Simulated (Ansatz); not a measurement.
# What LaN (model cell, started as CsCl type) distorts into, part 2 of 3

Aim: this structure of LaN (model cell, started as CsCl type) is to be tested for unstable modes, and one is followed downhill.

Ansatz 0.2.0; DFT PBEsol, scalar-relativistic, plane waves, PAW.

So far, highest frequency on the path or at a solved wavevector (cm⁻¹): step 2 (the dispersion) 495. Also lowest frequency on the path (cm⁻¹): step 2 -287.

The structure was built from a prototype and need not be the compound's stable phase.

## 5. Energy along the mode, all amplitudes (two of the runs are shown above)

An imaginary frequency means negative curvature, so the energy should fall and then rise again as anharmonic terms take over.

Numbers from this step:

```yaml
depth_at_the_lowest_point_sampled: 34.60 meV/atom
largest_atomic_shift_at_that_point: 0.32 Å
```

Table of energy from the parent by largest atomic shift:

| largest atomic shift (Å) | energy from the parent (meV/atom) |
| --- | --- |
| 0.000 | 0 |
| 0.040 | -1.79 |
| 0.080 | -6.29 |
| 0.140 | -15.4 |
| 0.220 | -27.4 |
| 0.320 | -34.6 |
| 0.450 | -15.6 |
| 0.600 | 79.0 |

Displacement at unit largest shift by atom:

| atom | x (Å) | y (Å) | z (Å) | size |
| --- | --- | --- | --- | --- |
| La1 | 0.000 | 0.071 | 0.071 | 0.100 |
| N2 | 0.000 | -0.707 | -0.707 | 1.000 |

The lowest of the steps tried is at 0.32 Å, 34.6 meV/atom below the parent; the bottom of the well need not coincide with a step.

## 6. Relaxing from the distorted cell

Starting from the lowest point found, all atoms and the cell are let go, so that strain and other modes of the same symmetry can join in.

input.yaml reads:

```yaml
crystal:
  lattice:
    - [3.1239275038, 0.0, 0.0]
    - [0.0, 3.1239275038, 0.0]
    - [0.0, 0.0, 3.1239275038]
  atoms:
    - { symbol: La, position: [0.0, 0.007303984, 0.007303984] }
    - { symbol: "N", position: [0.5, 0.4275674068, 0.4275674068] }
kpoints:
  mp_grid: { grid: [12, 12, 12] }
hamiltonian:
  xc: pbesol
scf:
  occupations: { method: methfessel_paxton, width: 0.15 }
output:
  forces: true
  stress: true
  eigenvalues: true
relax:
  adjacent_minimum: "off"
  f_tol: 0.002
  max_steps: 120
  cell: { stress_tol: 0.03 }
```

On the command line:

```console
$ ansatz run input.yaml --threads 4 --pin off --max-ram 7168MiB --backend cpu --events-out ev --progress --plain --runs-dir out
```

Numbers of over 12 decimals in the logs are rounded to 6 here.

Output:

```text
[...]
Crystal: 2 atoms, lattice volume = 30.486 Å³
Basis set: ecut = 420 eV, 619 PW (Γ), exchange–correlation on 48×48×48 points (8 copies of the dense FFT grid, shifted against one another)
Bands: 12, of which v1, the nominal top of the filled ones, is band 8 counted from 1 (7 counted from 0)
Symmetry: 4 space group operations
[...]
k-points: 301 of 1728 (time reversal used)
[...]
SCF iter   1: F=—  HF=-6541.549848 eV  |F-HF|=—  |Δ(HF+E_count)|=         —  Δρ=1.33e-2  dr2=4.82e-2  ethr=1.77e-3  ⟨swp⟩=3.7  Hψ=15958  notcnv=0
[...]
SCF iter   6: F=-6541.540718 eV  HF=-6541.540718 eV  |F-HF|=1.32e-9  |Δ(HF+E_count)|=   1.19e-7  S|Δr|=    0.00e0  Δρ=1.02e-5  dr2=1.53e-8  ethr=6.25e-10  ⟨swp⟩=6.2  Hψ=17593  notcnv=0
SCF 1 converged in 6 iterations: F = -6541.540718 eV  dr2 = 1.53e-8
[...]
relax step   1: F+E_penalty+E_count = -6541.54071758 eV  Δ(F+E_penalty+E_count) = +0.000e0 eV  max|allowed force component| = 8.234e-4 eV/Å  Δτ_max = 0.0000 Å  P = +4.357 GPa  Ω = 30.486 Å³  (6 SCF iters, dr2 threshold 1.00e-7 eV, accepted)
Crystal: 2 atoms, lattice volume = 33.428 Å³
Basis set: ecut = 420 eV, 659 PW (Γ), exchange–correlation on 48×48×48 points (8 copies of the dense FFT grid, shifted against one another)
[...]
SCF iter   6: F=-6541.520735 eV  HF=-6541.520735 eV  |F-HF|=4.93e-8  |Δ(HF+E_count)|=   6.10e-7  S|Δr|=    0.00e0  Δρ=1.91e-5  dr2=9.56e-8  ethr=1.25e-9  ⟨swp⟩=7.1  Hψ=22501  notcnv=0
SCF 2 converged in 6 iterations: F = -6541.520735 eV  dr2 = 9.56e-8
[...]
relax step   2: F+E_penalty+E_count = -6541.52073502 eV  Δ(F+E_penalty+E_count) = +1.998e-2 eV  max|allowed force component| = 2.160e-1 eV/Å  Δτ_max = 0.0427 Å  P = -5.826 GPa  Ω = 33.428 Å³  energy of the carried Pulay correction = -5.582e-3 eV  (6 SCF iters, dr2 threshold 2.00e-7 eV, rejected (line search))
Crystal: 2 atoms, lattice volume = 31.948 Å³
[...]
SCF iter   9: F=-6541.558803 eV  HF=-6541.558803 eV  |F-HF|=3.64e-12  |Δ(HF+E_count)|=  9.09e-13  S|Δr|=    0.00e0  Δρ=5.82e-8  dr2=5.10e-13  ethr=1.00e-12  ⟨swp⟩=5.8  Hψ=15946  notcnv=0
SCF 3 converged in 9 iterations: F = -6541.558803 eV  dr2 = 5.10e-13
relax step   3: F+E_penalty+E_count = -6541.55880348 eV  Δ(F+E_penalty+E_count) = -1.809e-2 eV  max|allowed force component| = 9.231e-2 eV/Å  Δτ_max = 0.0268 Å  P = -0.899 GPa  Ω = 31.948 Å³  energy of the carried Pulay correction = -2.824e-3 eV  (9 SCF iters, accepted)
[... from here on, the SCF cycles and remarks between the steps are left out ...]
relax step   4: F+E_penalty+E_count = -6541.57020219 eV  Δ(F+E_penalty+E_count) = -1.140e-2 eV  max|allowed force component| = 6.518e-2 eV/Å  Δτ_max = 0.0249 Å  P = -0.805 GPa  Ω = 32.216 Å³  energy of the carried Pulay correction = -3.328e-3 eV  (6 SCF iters, dr2 threshold 2.00e-7 eV, accepted)
relax step   5: F+E_penalty+E_count = -6541.60221865 eV  Δ(F+E_penalty+E_count) = -3.202e-2 eV  max|allowed force component| = 8.736e-3 eV/Å  Δτ_max = 0.0360 Å  P = +0.137 GPa  Ω = 32.552 Å³  energy of the carried Pulay correction = -3.925e-3 eV  (6 SCF iters, dr2 threshold 2.00e-7 eV, accepted)
relax step   6: F+E_penalty+E_count = -6541.65702132 eV  Δ(F+E_penalty+E_count) = -5.480e-2 eV  max|allowed force component| = 6.627e-2 eV/Å  Δτ_max = 0.0475 Å  P = +1.389 GPa  Ω = 32.993 Å³  energy of the carried Pulay correction = -4.701e-3 eV  (6 SCF iters, dr2 threshold 2.00e-7 eV, accepted)
relax step   7: F+E_penalty+E_count = -6541.71387750 eV  Δ(F+E_penalty+E_count) = -5.686e-2 eV  max|allowed force component| = 1.285e-1 eV/Å  Δτ_max = 0.0433 Å  P = +2.035 GPa  Ω = 33.412 Å³  energy of the carried Pulay correction = -5.422e-3 eV  (6 SCF iters, dr2 threshold 2.00e-7 eV, accepted)
relax step   8: F+E_penalty+E_count = -6541.76231593 eV  Δ(F+E_penalty+E_count) = -4.844e-2 eV  max|allowed force component| = 1.893e-1 eV/Å  Δτ_max = 0.0363 Å  P = +1.883 GPa  Ω = 33.719 Å³  energy of the carried Pulay correction = -5.937e-3 eV  (6 SCF iters, dr2 threshold 2.00e-7 eV, accepted)
relax step   9: F+E_penalty+E_count = -6541.80940780 eV  Δ(F+E_penalty+E_count) = -4.709e-2 eV  max|allowed force component| = 8.233e-2 eV/Å  Δτ_max = 0.0139 Å  P = +0.645 GPa  Ω = 33.370 Å³  energy of the carried Pulay correction = -5.265e-3 eV  (6 SCF iters, dr2 threshold 2.00e-7 eV, accepted)
relax step  10: F+E_penalty+E_count = -6541.70867046 eV  Δ(F+E_penalty+E_count) = +1.007e-1 eV  max|allowed force component| = 1.081e-1 eV/Å  Δτ_max = 0.0506 Å  P = +0.447 GPa  Ω = 33.172 Å³  energy of the carried Pulay correction = -4.825e-3 eV  (6 SCF iters, dr2 threshold 2.00e-7 eV, rejected (line search))
relax step  11: F+E_penalty+E_count = -6541.81415701 eV  Δ(F+E_penalty+E_count) = -4.749e-3 eV  max|allowed force component| = 1.700e-2 eV/Å  Δτ_max = 0.0211 Å  P = -0.025 GPa  Ω = 33.320 Å³  energy of the carried Pulay correction = -5.168e-3 eV  (10 SCF iters, accepted)
relax step  12: F+E_penalty+E_count = -6541.81455438 eV  Δ(F+E_penalty+E_count) = -3.974e-4 eV  max|allowed force component| = 2.518e-3 eV/Å  Δτ_max = 0.0084 Å  P = +0.235 GPa  Ω = 33.209 Å³  energy of the carried Pulay correction = -4.965e-3 eV  (6 SCF iters, dr2 threshold 5.61e-8 eV, accepted)
relax step  13: F+E_penalty+E_count = -6541.81450037 eV  Δ(F+E_penalty+E_count) = +5.401e-5 eV  max|allowed force component| = 7.137e-5 eV/Å  Δτ_max = 0.0018 Å  P = +0.005 GPa  Ω = 33.269 Å³  energy of the carried Pulay correction = -5.073e-3 eV  (5 SCF iters, dr2 threshold 1.71e-7 eV, accepted)
relax step  14: F+E_penalty+E_count = -6541.95219624 eV  Δ(F+E_penalty+E_count) = -1.377e-1 eV  max|allowed force component| = 1.720e-2 eV/Å  Δτ_max = 0.0000 Å  P = +3.449 GPa  Ω = 33.269 Å³  stress off target by 8.75e0 GPa  SCF on the basis re-selected at this cell (its energy is not comparable with the rows above)  (8 SCF iters)
relax step  15: F+E_penalty+E_count = -6542.00633404 eV  Δ(F+E_penalty+E_count) = -5.414e-2 eV  max|allowed force component| = 1.401e-3 eV/Å  Δτ_max = 0.0181 Å  P = +1.872 GPa  Ω = 33.790 Å³  energy of the carried Pulay correction = -9.221e-4 eV  (7 SCF iters, dr2 threshold 2.00e-7 eV, accepted)
relax step  16: F+E_penalty+E_count = -6542.01983570 eV  Δ(F+E_penalty+E_count) = -1.350e-2 eV  max|allowed force component| = 3.101e-2 eV/Å  Δτ_max = 0.0098 Å  P = +0.044 GPa  Ω = 34.292 Å³  energy of the carried Pulay correction = -1.916e-3 eV  (6 SCF iters, dr2 threshold 2.00e-7 eV, accepted)
relax step  17: F+E_penalty+E_count = -6542.02095605 eV  Δ(F+E_penalty+E_count) = -1.120e-3 eV  max|allowed force component| = 4.521e-3 eV/Å  Δτ_max = 0.0098 Å  P = +0.010 GPa  Ω = 34.312 Å³  energy of the carried Pulay correction = -1.961e-3 eV  (6 SCF iters, dr2 threshold 2.00e-7 eV, accepted)
relax step  18: F+E_penalty+E_count = -6542.02097522 eV  Δ(F+E_penalty+E_count) = -1.916e-5 eV  max|allowed force component| = 1.672e-4 eV/Å  Δτ_max = 0.0013 Å  P = -0.005 GPa  Ω = 34.314 Å³  energy of the carried Pulay correction = -1.965e-3 eV  (5 SCF iters, dr2 threshold 2.31e-8 eV, accepted)
relax step  19: F+E_penalty+E_count = -6542.02610771 eV  Δ(F+E_penalty+E_count) = -5.132e-3 eV  max|allowed force component| = 4.993e-4 eV/Å  Δτ_max = 0.0000 Å  P = +0.113 GPa  Ω = 34.314 Å³  stress off target by 4.48e-1 GPa  SCF on the basis re-selected at this cell (its energy is not comparable with the rows above)  (7 SCF iters)
relax step  20: F+E_penalty+E_count = -6542.02624349 eV  Δ(F+E_penalty+E_count) = -1.358e-4 eV  max|allowed force component| = 2.648e-5 eV/Å  Δτ_max = 0.0003 Å  P = +0.011 GPa  Ω = 34.346 Å³  energy of the carried Pulay correction = -5.122e-5 eV  (5 SCF iters, dr2 threshold 2.00e-7 eV, accepted)
relax step  21: F+E_penalty+E_count = -6542.02630203 eV  Δ(F+E_penalty+E_count) = -5.854e-5 eV  max|allowed force component| = 5.382e-5 eV/Å  Δτ_max = 0.0000 Å  P = +0.011 GPa  Ω = 34.346 Å³  stress off target by 3.58e-2 GPa  SCF on the basis re-selected at this cell (its energy is not comparable with the rows above)  (5 SCF iters)
relax step  22: F+E_penalty+E_count = -6542.02629803 eV  Δ(F+E_penalty+E_count) = +3.998e-6 eV  max|allowed force component| = 6.832e-6 eV/Å  Δτ_max = 0.0001 Å  P = +0.001 GPa  Ω = 34.349 Å³  energy of the carried Pulay correction = -5.129e-6 eV  (4 SCF iters, dr2 threshold 3.21e-9 eV, accepted)
[...]
SCF iter   5: F=-6542.026303 eV  HF=-6542.026303 eV  |F-HF|=4.55e-12  |Δ(HF+E_count)|=  8.19e-12  S|Δr|=    0.00e0  Δρ=6.77e-8  dr2=7.22e-13  ethr=1.00e-12  ⟨swp⟩=5.0  Hψ=14500  notcnv=0
SCF 23 converged in 5 iterations: F = -6542.026303 eV  dr2 = 7.22e-13
relax step  23: F+E_penalty+E_count = -6542.02630326 eV  Δ(F+E_penalty+E_count) = -5.232e-6 eV  max|allowed force component| = 1.182e-6 eV/Å  Δτ_max = 0.0000 Å  P = +0.001 GPa  Ω = 34.349 Å³  stress off target by 2.77e-3 GPa  SCF on the basis re-selected at this cell (its energy is not comparable with the rows above)  (5 SCF iters)
[...]
SCF converged after 5 iterations
[...]
Free energy (F): -6542.026303 eV
[...]
Internal energy: -6542.026206 eV  (E = F + TS)
E sigma→0 (E₀):  -6542.026279 eV
Entropy (-TS):   -0.000097 eV (-0.049 meV/atom)
Fermi energy:    13.202379 eV
[...]
--- Stress (GPa, compression-positive) ---
        0.000435      -0.000000       0.000000
       -0.000000       0.000997       0.001768
        0.000000       0.001768       0.000997
  P = ⅓ Tr σ = 0.0008 GPa (0.008 kbar)
--- Band table (eV; the first three rows and the last of 301) ---
  k-point 0: bands = [... 4 lower, 0.7894, 11.4180, 11.4183, 12.7334, 13.1968, 14.9327, 16.3635, 16.3636]
  k-point 1: bands = [... 4 lower, 1.0226, 11.2270, 11.5173, 12.8775, 13.0844, 15.1587, 16.3312, 16.3434]
  k-point 2: bands = [... 4 lower, 1.4696, 10.8541, 11.7799, 12.7892, 13.2576, 15.4569, 16.2945, 16.3302]
  k-point 300: bands = [... 4 lower, 1.0123, 10.5011, 10.6844, 11.1771, 16.2385, 16.3961, 16.4449, 16.5913]
--- Relaxed structure (19 steps of the walk, 17 accepted, 4 SCFs on fresh bases) ---
  F+E_penalty+E_count = -6542.02630326 eV   max|allowed force component| = 1.182e-6 eV/Å   (the final SCF, on the basis selected at the relaxed cell)
  cell:  # Å, volume = 34.3487 Å³
    - [3.204033, 0, 0]
    - [0, 3.398468, 0.910560]
    - [0, 0.910560, 3.398468]
  atoms:
    - { symbol: La, position: [0, 0.050770, 0.050770] }
    - { symbol: N, position: [0.5, 0.384102, 0.384102] }
```

Wall time 2.8 min (4 threads of Arm Neoverse N1, shared host); peak memory 0.5 GiB; 11 min of CPU time.

Step by step (22 of 23):

| step | energy less that of the first step (eV) | largest force component (eV/Å) | pressure (GPa) | volume (Å³) |
| --- | --- | --- | --- | --- |
| 1 | 0.0000 | 0.0008 | 4.36 | 30.49 |
| 2 | 0.0200 | 0.2160 | -5.83 | 33.43 |
| 3 | -0.0181 | 0.0923 | -0.90 | 31.95 |
| 4 | -0.0295 | 0.0652 | -0.80 | 32.22 |
| 5 | -0.0615 | 0.0087 | 0.14 | 32.55 |
| 6 | -0.1163 | 0.0663 | 1.39 | 32.99 |
| 7 | -0.1732 | 0.1285 | 2.03 | 33.41 |
| 8 | -0.2216 | 0.1893 | 1.88 | 33.72 |
| 9 | -0.2687 | 0.0823 | 0.65 | 33.37 |
| 10 | -0.1680 | 0.1081 | 0.45 | 33.17 |
| 11 | -0.2734 | 0.0170 | -0.02 | 33.32 |
| 13 | -0.2738 | 0.0001 | 0.00 | 33.27 |
| 14* | -0.4115 | 0.0172 | 3.45 | 33.27 |
| 15 | -0.4656 | 0.0014 | 1.87 | 33.79 |
| 16 | -0.4791 | 0.0310 | 0.04 | 34.29 |
| 17 | -0.4802 | 0.0045 | 0.01 | 34.31 |
| 18 | -0.4803 | 0.0002 | 0.00 | 34.31 |
| 19* | -0.4854 | 0.0005 | 0.11 | 34.31 |
| 20 | -0.4855 | 0.0000 | 0.01 | 34.35 |
| 21* | -0.4856 | 0.0001 | 0.01 | 34.35 |
| 22 | -0.4856 | 0.0000 | 0.00 | 34.35 |
| 23* | -0.4856 | 0.0000 | 0.00 | 34.35 |

Relaxation steps marked * repeat the geometry before them on a plane-wave basis chosen anew for their cell, so energy and pressure can jump there. Other such steps can lie between the rows shown. Relaxation steps 2, 10 were tried and not accepted.

Forces are held to the 4 operations that the run works with; a distortion that breaks them can't arise in this run.

| cell as run | before | after | change |
| --- | --- | --- | --- |
| a (Å) | 3.124 | 3.204 | +2.6 % |
| b (Å) | 3.124 | 3.518 | +12.6 % |
| c (Å) | 3.124 | 3.518 | +12.6 % |
| α (°) | 90.00 | 60.00 | -33.3 % |
| volume (Å³/atom) | 15.24 | 17.17 | +12.7 % |

The atoms that moved most (Å, as changes of fractional coordinates times the final cell):

| atom | dx | dy | dz | length |
| --- | --- | --- | --- | --- |
| La1 | 0.000 | 0.187 | 0.187 | 0.265 |
| N2 | 0.000 | -0.187 | -0.187 | 0.265 |

The relaxed structure:

```cif
data_structure
_symmetry_space_group_name_H-M 'P 1'
_symmetry_Int_Tables_number 1
_cell_length_a 3.2040
_cell_length_b 3.5183
_cell_length_c 3.5183
_cell_angle_alpha 60.002
_cell_angle_beta 90.000
_cell_angle_gamma 90.000
_cell_volume 34.35
loop_
_atom_site_label
_atom_site_type_symbol
_atom_site_fract_x
_atom_site_fract_y
_atom_site_fract_z
_atom_site_occupancy
La1 La 0.00000 0.05077 0.05077 1
N2 N 0.50000 0.38410 0.38410 1
```

Numbers from this step:

```
pressure          : 8.10e-4 GPa
volume per atom   : 17.17 Å³
gap on the k-mesh : 0 eV
```

The distorted start has space group Amm2; the relaxation ends in P-6m2.

## 7. The new phase in its own primitive cell

The relaxed structure is symmetrised, reduced to its primitive cell and relaxed tightly, as its phonons need.

input.yaml, the sections that differ from step 6:

```yaml
crystal:
  lattice:
    - [3.5183387472, 0.0, 0.0]
    - [-1.7591693736, 3.0469707342, 0.0]
    - [0.0, 0.0, 3.204033036]
  atoms:
    - { symbol: La, position: [0.0, 0.0, 0.0] }
    - { symbol: "N", position: [0.3333333333, 0.6666666667, 0.5] }
relax:
  adjacent_minimum: "off"
  f_tol: 0.001
  max_steps: 60
  cell: { stress_tol: 0.01 }
# kpoints, hamiltonian, scf, output: as in step 6
```

Output:

```text
[...]
Crystal: 2 atoms, lattice volume = 34.348 Å³
Basis set: ecut = 420 eV, 665 PW (Γ), exchange–correlation on 48×48×48 points (8 copies of the dense FFT grid, shifted against one another)
Bands: 12, of which v1, the nominal top of the filled ones, is band 8 counted from 1 (7 counted from 0)
Symmetry: 12 space group operations
[...]
k-points: 133 of 1728 (time reversal used)
[...]
k-point 132: bands = [... 4 lower, 0.8020, 9.0048, 11.5060, 13.4149, 16.0942, 16.1677, 16.2874, 16.4772]
--- Relaxed structure (1 steps of the walk, 1 accepted, 1 SCFs on fresh bases) ---
[...]
cell:  # Å, volume = 34.3481 Å³
    - [3.518339, 0.0, 0.0]
    - [-1.759169, 3.046971, 0.0]
    - [0.0, 0.0, 3.204033036]
  atoms:
    - { symbol: La, position: [0, -3.700743415524894e-17, 0.0] }
    - { symbol: N, position: [0.333333, 0.666667, 0.5] }
[key lines of the parts left out:]
SCF converged after 6 iterations
Free energy (F): -6542.026305 eV
Fermi energy:    13.202676 eV
P = ⅓ Tr σ = 0.0028 GPa (0.028 kbar)
```

Wall time 6.3 s (4 threads); peak memory 0.4 GiB; 24 s of CPU time.

(Part 2 of 3 ends here.)

[Logs are printed without paths, hosts, clocks, repeated set-up lines and the standing remarks that a program may print on its own settings, such as how far it seeks lower states.]

[Hosts, paths, dates, database ids (printed as entryN), source tags and the programs' standing remarks are cut or masked in the printed files.]
